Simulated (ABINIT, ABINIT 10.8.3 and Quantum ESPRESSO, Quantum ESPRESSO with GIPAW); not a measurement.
# Shieldings in NaH in space group Fm-3m from a nuclear dipole's orbital moment

Wanted: shieldings of NaH in space group Fm-3m from two unrelated programs, to see how far they agree.

Program: ABINIT 10.8.3 and Quantum ESPRESSO with GIPAW. Level of theory: DFT, plane-wave PAW; levels as the steps name them. Results are calculated unless marked as measured.

### 1. The structure

The structure is cubic, space group Fm-3m (No. 225). Conventional cell: a = 4.880 Å, b = 4.880 Å, c = 4.880 Å, α = 90.00°, β = 90.00°, γ = 90.00°. Na has 6 H at 2.44 Å nearest. Nearest to H lie 6 Na at 2.44 Å. Farther neighbours are not listed.

### 2. GIPAW: ground state

GIPAW goes first: it uses the crystal's symmetry and gives all sites in one run, so it is the cheaper road.

A patched development version of Quantum ESPRESSO; PAW files made with ld1.x from the pslibrary 1.0.0 recipes.

The input, scf.in:

```
&control
  calculation = 'scf'
  prefix = 'x'
  outdir = './tmp/'
  pseudo_dir = './'
/
&system
  ibrav = 0
  nat = 2
  ntyp = 2
  ecutwfc = 75
  ecutrho = 450
  nbnd = 7
/
&electrons
  conv_thr = 1.0d-10
  mixing_beta = 0.7
  electron_maxstep = 100
/
ATOMIC_SPECIES
  Na 22.990 Na.pbe-spn-kjpaw_psl.1.0.0-gipaw.UPF
  H 1.008 H.pbe-kjpaw_psl.1.0.0-gipaw.UPF
CELL_PARAMETERS angstrom
  0.00000000 2.44000000 2.44000000
  2.44000000 0.00000000 2.44000000
  2.44000000 2.44000000 0.00000000
ATOMIC_POSITIONS crystal
  Na 0.00000000 0.00000000 0.00000000
  H 0.50000000 0.50000000 0.50000000
K_POINTS automatic
  9 9 9 0 0 0
```

The run is started by

```console
mpirun -np 8 pw.x -nk 8 -in scf.in > scf.out
```

Numbers of over 12 decimals in the logs are rounded to 6 here.

The program printed:

```text
using ibrav=0 with symmetry is DISCOURAGED, use correct ibrav instead

     bravais-lattice index     =            0
     lattice parameter (alat)  =       6.5208  a.u.
     unit-cell volume          =     196.0632 (a.u.)^3
     number of atoms/cell      =            2
     number of atomic types    =            2
     number of electrons       =        10.00
     number of Kohn-Sham states=            7
     kinetic-energy cutoff     =      75.0000  Ry
     charge density cutoff     =     450.0000  Ry
     scf convergence threshold =      1.0E-10
     mixing beta               =       0.7000
     number of iterations used =            8  plain     mixing
     Exchange-correlation= SLA-PW-PBX-PBC
                           (   1   4   3   4   0   0   0)
[...]
Na                9.00    22.99000     Na( 1.00)
     H                 1.00     1.00800     H ( 1.00)

     48 Sym. Ops., with inversion, found
[...]
number of k points=    35
[...]
Dense  grid:    31415 G-vectors     FFT dimensions: (  45,  45,  45)

     Smooth grid:    17153 G-vectors     FFT dimensions: (  36,  36,  36)

     Initial potential from superposition of free atoms

     starting charge       9.9937, renormalised to      10.0000
     Starting wfcs are    6 atomic +    1 random wfcs

     Self-consistent Calculation

     iteration #  1     ecut=    75.00 Ry     beta= 0.70
     Davidson diagonalization with overlap
     ethr =  1.00E-02,  avg # of iterations =  6.9

     Threshold (ethr) on eigenvalues was too large:
     Diagonalizing with lowered threshold

     Davidson diagonalization with overlap
     ethr =  9.19E-04,  avg # of iterations =  1.1

     total energy              =    -110.42913613 Ry
     estimated scf accuracy    <       0.09238911 Ry

     iteration #  2     ecut=    75.00 Ry     beta= 0.70
     Davidson diagonalization with overlap
     ethr =  9.24E-04,  avg # of iterations =  2.2

     total energy              =    -110.44354492 Ry
     estimated scf accuracy    <       0.00125980 Ry

     iteration #  3     ecut=    75.00 Ry     beta= 0.70
[...]
total energy              =    -110.44397438 Ry
     estimated scf accuracy    <       0.00008315 Ry

[...]
total energy              =    -110.44402314 Ry
[...]
iteration # 14     ecut=    75.00 Ry     beta= 0.70
     Davidson diagonalization with overlap
     ethr =  1.35E-12,  avg # of iterations =  1.5

     total energy              =    -110.44402314 Ry
     estimated scf accuracy    <          1.6E-10 Ry

     iteration # 15     ecut=    75.00 Ry     beta= 0.70
     Davidson diagonalization with overlap
     ethr =  1.35E-12,  avg # of iterations =  4.0

     The highest empty levels of an scf can be off by 1 eV or more

     End of self-consistent calculation
     [one-electron energies left out]

     highest occupied, lowest unoccupied level (ev):     0.3964    4.4051

!    total energy              =    -110.44402314 Ry
     total all-electron energy =      -326.062448 Ry
     estimated scf accuracy    <          1.5E-11 Ry

     The total energy is the sum of the following terms:
     one-electron contribution =     -79.78893097 Ry
     hartree contribution      =      42.84660879 Ry
     xc contribution           =     -15.44584304 Ry
     ewald contribution        =     -42.89522205 Ry
     one-center paw contrib.   =     -15.16063587 Ry

     convergence has been achieved in  15 iterations
[...]
JOB DONE.
```

Run time: 6.8 s. Hardware: 8 MPI ranks of Arm Neoverse N1, shared host; peak memory 0.52 GiB; 53 s of CPU time.

### 3. GIPAW: response

The input, nmr.in:

```
&inputgipaw
  job = 'nmr'
  prefix = 'x'
  tmp_dir = './tmp/'
  restart_mode = 'from_scratch'
  verbosity = 'low'
  q_gipaw = 0.01
  spline_ps = .true.
  conv_threshold = 1.0d-11
  use_nmr_macroscopic_shape = .false.
  pawproj(1) = .true.
  pawproj(2) = .true.
/
```

The run is started by

```console
mpirun -np 8 gipaw.x -in nmr.in > nmr.out
```

The program printed:

```text
[banner, memory and clock lines left out]
[a note of our patched build left out]

     Parallelizing q-star over 1 images

     IMPORTANT: XC functional enforced from input :
     Exchange-correlation= PBE
                           (   1   4   3   4   0   0   0)
     Any further DFT definition will be discarded
     Please, verify this is what you really want

[...]
projs nearly linearly dependent: l=0  n1,n2= 1, 2  s=  0.99968852
[...]
alpha_pv=    100.4485 eV

     spline_ps is .false., expect some extrapolation errors

     q-space interpolation up to    90.00 Rydberg

     GIPAW job: nmr
     NMR macroscopic correction: no
[...]
Computing the magnetic susceptibility     isolve=0    ethr=  0.1000E-10
     Starting from scratch
     k-point #    1 of    35      pool #  1    cpu time:       0.4
[...]
End of magnetic susceptibility calculation

     f-sum rule (1st term):
            -7.3137         -0.0000         -0.0000
            -0.0000         -7.3137         -0.0000
            -0.0000         -0.0000         -7.3137

     f-sum rule (2nd term):
            -0.3971         -0.0000          0.0000
             0.0000         -0.3971          0.0000
             0.0000          0.0000         -0.3971

     f-sum rule (should be    -7.7090):
            -7.7108         -0.0000         -0.0000
            -0.0000         -7.7108         -0.0000
            -0.0000         -0.0000         -7.7108

[... susceptibilities left out ...]
     Contributions to the NMR chemical shifts: -------------------------------

     Macroscopic shape contribution in ppm:                    0.00
             0.0000          0.0000          0.0000
             0.0000          0.0000          0.0000
             0.0000          0.0000          0.0000

     Core contribution in ppm:

     Atom  1  Na  pos: (  0.000000  0.000000  0.000000)  core sigma:         377.27
     Atom  2  H   pos: (  0.707107  0.707107  0.707107)  core sigma:           0.00

     Bare contribution in ppm:

     Atom  1  Na  pos: (  0.000000  0.000000  0.000000)  bare sigma:         128.43
[...]
Atom  2  H   pos: (  0.707107  0.707107  0.707107)  bare sigma:          20.80
[...]
Diamagnetic contribution in ppm:

     Atom  1  Na  pos: (  0.000000  0.000000  0.000000)  dia sigma:         108.26
[...]
Atom  2  H   pos: (  0.707107  0.707107  0.707107)  dia sigma:           0.93
[...]
Paramagnetic contribution in ppm:

     Atom  1  Na  pos: (  0.000000  0.000000  0.000000)  para sigma:         591.09
[...]
Atom  2  H   pos: (  0.707107  0.707107  0.707107)  para sigma:           0.00
[...]
Paramagnetic US occ-occ contribution in ppm:

     Atom  1  Na  pos: (  0.000000  0.000000  0.000000)  para_oo sigma:          -2.05
[...]
Atom  2  H   pos: (  0.707107  0.707107  0.707107)  para_oo sigma:           0.00
[...]
Paramagnetic US L_R Q_R contribution in ppm:

     Atom  1  Na  pos: (  0.000000  0.000000  0.000000)  para_lq sigma:        -667.42
[...]
Atom  2  H   pos: (  0.707107  0.707107  0.707107)  para_lq sigma:           0.00
[...]
Total NMR chemical shifts in ppm: ---------------------------------------
     (adopting the Simpson convention for anisotropy and asymmetry)-----------

     Atom  1  Na  pos: (  0.000000  0.000000  0.000000)  Total sigma:         535.58
[...]
Na      1    anisotropy:      0.00    eta:    0.0000
[...]
Atom  2  H   pos: (  0.707107  0.707107  0.707107)  Total sigma:          21.73
[...]
H       2    anisotropy:      0.00    eta:    0.0000
[...]
```

Run time: 40 s. Hardware: 8 MPI ranks; peak memory 0.45 GiB; 5.3 min of CPU time.

### 4. Converse method: dipole on Na1; PBE, zora 0, 50 Ha, 4×4×4 (4 shifts)

A nuclear dipole of one atomic unit is put on one atom. The ground state with the dipole is followed by the k-derivatives of the wave functions, and the induced orbital moment, with its sign turned, is the shielding tensor applied to the dipole's direction; the site's symmetry gives the rest. The dipole breaks time reversal, so the whole zone is sampled. JTH 2.0 datasets hold the cores' Lamb term.

The input, run.abi:

```
ndtset 2
acell 3*1.0 Angstrom
rprim
  0.00000000 2.44000000 2.44000000
  2.44000000 0.00000000 2.44000000
  2.44000000 2.44000000 0.00000000
natom 2
ntypat 2
znucl 11 1
typat 1 2
xred
  0.00000000 0.00000000 0.00000000
  0.50000000 0.50000000 0.50000000
pseudos "Na_PBE_JTH.xml, H_PBE_JTH.xml"
ecut 50
pawecutdg 100
pawovlp -1
kptopt 3
ngkpt 4 4 4
nshiftk 4
shiftk 0.5 0.5 0.5  0.5 0 0  0 0.5 0  0 0 0.5
nband 5
occopt 1
nsym 1
symmorphi 0
istwfk *1
chkprim 0
chksymbreak 0
chksymtnons 0
optforces 0
optstress 0
pawcpxocc 2
usexcnhat 0
paral_atom 0
paral_kgb 0
prtden 0
prteig 0
prtebands 0
prtgsr 0
natnd 1
iatnd 1
atndlist 1 0 0
tolvrs1 1d-11
nstep1 50
rfddk2 1
rfdir2 1 1 1
iscf2 -3
getwfk2 -1
orbmag2 2
tolwfr2 1d-18
nstep2 30
prtwf2 0
```

The run is started by

```console
abinit run.abi > log
```

The program printed:

```text
DATASET    1 : space group P1 (#  1); Bravais aP (primitive triclinic)
[...]
Values of the parameters that define the memory need for DATASET  1.
     intxc =       0    ionmov =       0      iscf =      17    lmnmax =       8
     lnmax =       4     mgfft =      45  mpssoang =       2    mqgrid =    3001
     natom =       2  nloc_mem =       2    nspden =       1   nspinor =       1
    nsppol =       1      nsym =       1    n1xccc =       1    ntypat =       2
    occopt =       1   xclevel =       2
       mpw =        3328          nfft =       91125          nkpt =         256
 PAW method is used; the additional fine FFT grid is defined by:
   mgfftf=        60    nfftf =    216000
[...]
DATASET    2 : space group P1 (#  1); Bravais aP (primitive triclinic)
[...]
Values of the parameters that define the memory need for DATASET  2 (RF).
     intxc =       0      iscf =      -3    lmnmax =       8     lnmax =       4
     mgfft =      45  mpssoang =       2    mqgrid =    3001     natom =       2
  nloc_mem =       2    nspden =       1   nspinor =       1    nsppol =       1
      nsym =       1    n1xccc =       1    ntypat =       2    occopt =       1
   xclevel =       2
      nfft =       91125          nkpt =         256
[...]
acell      1.8897261259E+00  1.8897261259E+00  1.8897261259E+00 Bohr
              amu      2.29897680E+01  1.00794000E+00
         atndlist      1.0000000000E+00  0.0000000000E+00  0.0000000000E+00
[...]
ecut      5.00000000E+01 Hartree
           getwfk1          0
           getwfk2         -1
            iatnd        1    0
             iscf1         17
             iscf2         -3
              ixc     -101130
           jdtset        1    2
     [kpt list left out]
           kptopt           3
         kptrlatt        4   -4    4     -4    4    4     -4   -4    4
[...]
natnd           1
            natom           2
            nband           5
           ndtset           2
            ngfft          45      45      45
          ngfftdg          60      60      60
             nkpt         256
            nstep1         50
            nstep2         30
             nsym           1
           ntypat           2
        nucdipmom      1.0000000000E+00  0.0000000000E+00  0.0000000000E+00
[...]
occ      2.000000  2.000000  2.000000  2.000000  2.000000
[...]
optforces           0
        optstress           0
           orbmag1          0
           orbmag2          2
        pawcpxocc           2
        pawecutdg      1.00000000E+02 Hartree
          pawovlp     -1.0000000000E+00
[...]
rfddk1          0
            rfddk2          1
            rprim      0.0000000000E+00  2.4400000000E+00  2.4400000000E+00
[...]
shiftk      5.00000000E-01  5.00000000E-01  5.00000000E-01
          spgroup           1
        symmorphi           0
           tolvrs1     1.00000000E-11
           tolvrs2     0.00000000E+00
           tolwfr1     0.00000000E+00
           tolwfr2     1.00000000E-18
            typat      1  2
        usexcnhat           0
           useylm           1
     [wtk list left out]
[...]
xred      0.0000000000E+00  0.0000000000E+00  0.0000000000E+00
[...]
znucl       11.00000    1.00000
[...]
dimensions: {natom: 2, nkpt: 256, mband: 5, nsppol: 1, nspinor: 1, nspden: 1, mpw: 3328, }
cutoff_energies: {ecut:  50.0, pawecutdg: 100.0, }
electrons: {nelect:   1.00000000E+01, charge:   0.00000000E+00, occopt:   1.00000000E+00, tsmear:   1.00000000E-02, }
[...]
Unit cell volume ucvol=  1.9606320E+02 bohr^3
[...]
Coarse grid specifications (used for wave-functions):
[...]
Fine grid specifications (used for densities):
[...]
1.84029772E+02                                ecore*ucvol(ha*bohr**3)
[...]
solver: {iscf: 17, nstep: 50, nline: 4, wfoptalg: 10, }
tolerances: {tolvrs: 1.00E-11, }
[...]
ETOT  1  -48.661806558603    -4.866E+01 5.334E-01 1.866E+01
 ETOT  2  -48.709906976210    -4.810E-02 4.630E-07 2.808E+00
 ETOT  3  -48.708767376292     1.140E-03 1.769E-05 3.466E-01
 ETOT  4  -48.708891267998    -1.239E-04 1.066E-06 7.141E-02
 ETOT  5  -48.708979831705    -8.856E-05 2.238E-07 1.257E-03
 ETOT  6  -48.708982856734    -3.025E-06 3.755E-09 3.177E-05
 ETOT  7  -48.708983032138    -1.754E-07 4.888E-10 2.644E-07
 ETOT  8  -48.708983033649    -1.511E-09 1.913E-12 4.824E-08
 ETOT  9  -48.708983033866    -2.168E-10 9.558E-13 6.117E-09
 ETOT 10  -48.708983033866    -6.466E-13 4.190E-14 4.684E-10
 ETOT 11  -48.708983033868    -1.364E-12 1.137E-15 4.722E-11
 ETOT 12  -48.708983033868     9.948E-14 1.762E-16 2.436E-12

 At SCF step   12       nres2   =  2.44E-12 < tolvrs=  1.00E-11 =>converged.
[...]
comment   : Summary of ground state results
[...]
etotal    :  -4.87089830E+01
entropy   :   0.00000000E+00
fermie    :  -7.41516084E-02

 Integrated electronic density in atomic spheres:
[...]
Expectation of eigenvalue derivatives (hartree) for nkpt= 256  k points:
  (in case of degenerate eigenvalues, averaged derivative)
 [levels by k-point left out]

 Nine components of 2nd-order total energy (hartree) are
 1,2,3: 0th-order hamiltonian combined with 1st-order wavefunctions
     kin0=   1.31785854E+01 eigvalue=   3.74650462E+00  local=  -4.76837868E+00  nclr dpl0=   2.27817595E-08
 4,5,6: 1st-order hamiltonian combined with 1st and 0th-order wfs
     kin1=  -1.75182861E+01  Hartree=   0.00000000E+00     xc=   0.00000000E+00  nclr dpl1=  -2.67038886E-10
 7,8,9: eventually, occupation + non-local contributions
    edocc=   0.00000000E+00     enl0=  -7.22634164E-01   enl1=  -6.34446665E+00
 10: eventually, PAW "on-site" Hxc contribution: epaw1=   0.00000000E+00
 1-10 gives the relaxation energy (to be shifted if some occ is /=2.0)
   erelax=  -1.24286756E+01
 11 Contribution from 1st-order change of wavefunctions overlap
 eovl1 =  -4.97299199E-01
  No Ewald or frozen-wf contrib.: the relaxation energy is the total one
 2DEtotal=   -0.1242867556E+02 Ha. Also 2DEtotal=   -0.338201491111E+03 eV
    (  non-var. 2DEtotal :   -1.2428675558E+01 Ha)
[...]
symkpt : not enough symmetry to change the number of k points.

 Initialisation of the first-order wave-functions :
  ireadwf=   0
[...]
solver: {iscf: -3, nstep: 30, nline: 4, wfoptalg: 10, }
tolerances: {tolwfr: 1.00E-18, }
[...]
ETOT  2  -12.428675075109     -1.467E-03 5.489E-06 0.000E+00
 ETOT  3  -12.428675471499     -3.964E-07 1.984E-09 0.000E+00
 ETOT  4  -12.428675471659     -1.599E-10 1.054E-12 0.000E+00
 ETOT  5  -12.428675471659     -5.507E-14 9.436E-16 0.000E+00
 ETOT  6  -12.428675471659      2.665E-14 1.166E-18 0.000E+00
 ETOT  7  -12.428675471659      0.000E+00 9.750E-19 0.000E+00

 At SCF step    7   max residual=  9.75E-19 < tolwfr=  1.00E-18 =>converged.
[...]
----iterations are completed or convergence reached----
[...]
f-sum rule ratio=    6.2895272267E-01
 Expectation of eigenvalue derivatives (hartree) for nkpt= 256  k points:
  (in case of degenerate eigenvalues, averaged derivative)
 [levels by k-point left out]

 Nine components of 2nd-order total energy (hartree) are
 1,2,3: 0th-order hamiltonian combined with 1st-order wavefunctions
     kin0=   1.31785853E+01 eigvalue=   3.74650460E+00  local=  -4.76837866E+00  nclr dpl0=   2.27817594E-08
 4,5,6: 1st-order hamiltonian combined with 1st and 0th-order wfs
     kin1=  -1.75182859E+01  Hartree=   0.00000000E+00     xc=   0.00000000E+00  nclr dpl1=  -2.67038768E-10
 7,8,9: eventually, occupation + non-local contributions
    edocc=   0.00000000E+00     enl0=  -7.22634162E-01   enl1=  -6.34446664E+00
 10: eventually, PAW "on-site" Hxc contribution: epaw1=   0.00000000E+00
 1-10 gives the relaxation energy (to be shifted if some occ is /=2.0)
   erelax=  -1.24286755E+01
 11 Contribution from 1st-order change of wavefunctions overlap
 eovl1 =  -4.97299198E-01
  No Ewald or frozen-wf contrib.: the relaxation energy is the total one
 2DEtotal=   -0.1242867547E+02 Ha. Also 2DEtotal=   -0.338201488785E+03 eV
    (  non-var. 2DEtotal :   -1.2428675472E+01 Ha)
[...]
symkpt : not enough symmetry to change the number of k points.

 Initialisation of the first-order wave-functions :
  ireadwf=   0
[...]
solver: {iscf: -3, nstep: 30, nline: 4, wfoptalg: 10, }
tolerances: {tolwfr: 1.00E-18, }
[...]
ETOT  2  -12.428675109380     -1.467E-03 5.489E-06 0.000E+00
 ETOT  3  -12.428675505770     -3.964E-07 1.984E-09 0.000E+00
 ETOT  4  -12.428675505930     -1.598E-10 1.054E-12 0.000E+00
 ETOT  5  -12.428675505930     -1.155E-13 9.436E-16 0.000E+00
 ETOT  6  -12.428675505930      1.421E-14 1.166E-18 0.000E+00
 ETOT  7  -12.428675505930      0.000E+00 9.750E-19 0.000E+00

 At SCF step    7   max residual=  9.75E-19 < tolwfr=  1.00E-18 =>converged.
[...]
----iterations are completed or convergence reached----
[...]
f-sum rule ratio=    6.2895272505E-01
 Expectation of eigenvalue derivatives (hartree) for nkpt= 256  k points:
  (in case of degenerate eigenvalues, averaged derivative)
 [levels by k-point left out]

 Nine components of 2nd-order total energy (hartree) are
 1,2,3: 0th-order hamiltonian combined with 1st-order wavefunctions
     kin0=   1.31785853E+01 eigvalue=   3.74650461E+00  local=  -4.76837867E+00  nclr dpl0=   2.27817595E-08
 4,5,6: 1st-order hamiltonian combined with 1st and 0th-order wfs
     kin1=  -1.75182860E+01  Hartree=   0.00000000E+00     xc=   0.00000000E+00  nclr dpl1=  -2.67038746E-10
 7,8,9: eventually, occupation + non-local contributions
    edocc=   0.00000000E+00     enl0=  -7.22634163E-01   enl1=  -6.34446665E+00
 10: eventually, PAW "on-site" Hxc contribution: epaw1=   0.00000000E+00
 1-10 gives the relaxation energy (to be shifted if some occ is /=2.0)
   erelax=  -1.24286755E+01
 11 Contribution from 1st-order change of wavefunctions overlap
 eovl1 =  -4.97299199E-01
  No Ewald or frozen-wf contrib.: the relaxation energy is the total one
 2DEtotal=   -0.1242867551E+02 Ha. Also 2DEtotal=   -0.338201489718E+03 eV
    (  non-var. 2DEtotal :   -1.2428675507E+01 Ha)
[...]
Orbital magnetic moment computed with DFPT derivative wavefunctions

 Orbital magnetic moment, Cartesian directions :
 -5.38204181E-04  7.14187068E-11  2.12149923E-10

 Chern vector, Cartesian directions :
  2.88396496E-08 -2.81143906E-12  1.65280684E-12

 Orbital magnetic moment, term-by-term breakdown :
     rho(1) CC :  -3.98322294E-04 -8.96318975E-11  9.72406552E-10
    rho(1) VV1 :  -5.18869217E-04  1.78555899E-10 -5.00850482E-11
    rho(1) VV2 :  -4.24017531E-05  3.19852099E-11 -5.94036943E-11
     rho(0) NL :   5.08522884E-04  1.79812231E-10 -5.25924658E-10
   <L_R> terms :   4.44957280E-04 -2.29299972E-10 -1.24850776E-10
 <A0.An> terms :  -1.54819803E-04 -2.76427041E-15  7.54666162E-15
    Lamb terms :  -3.77271278E-04  0.00000000E+00  0.00000000E+00
 Chern vector, term-by-term breakdown :
  Ch CC :  -6.55234845E-07 -1.68689293E-12  1.33760835E-12
 Ch vv1 :   6.84074495E-07 -1.12454614E-12  3.15198501E-13
 Ch vv2 :  -2.33877046E-20  1.03962995E-20 -1.16193034E-20
[...]
---- first-order wavefunction calculations are completed ----

 respfn : d/dk was computed, but no 2DTE, so no DDB output.

== END DATASET(S) ==

[key lines of the parts left out:]
Total energy DC (eV): -4.43632483736003E+03
```

Wall time 47 min (1 thread); peak memory 0.76 GiB.

Along the dipole the shielding is 538.2 ppm. The Chern vector, which should vanish, has length 2.9e-08.

[end of part 1 of 2]

[Banner, clock, file and dataset-listing lines were taken out of the logs.]

[Logs are printed without paths, hosts, clocks, repeated set-up lines and the standing remarks that a program may print on its own settings, such as how far it seeks lower states.]

[Hosts, paths, dates, database ids (printed as entryN), source tags and the programs' standing remarks are cut or masked in the printed files.]
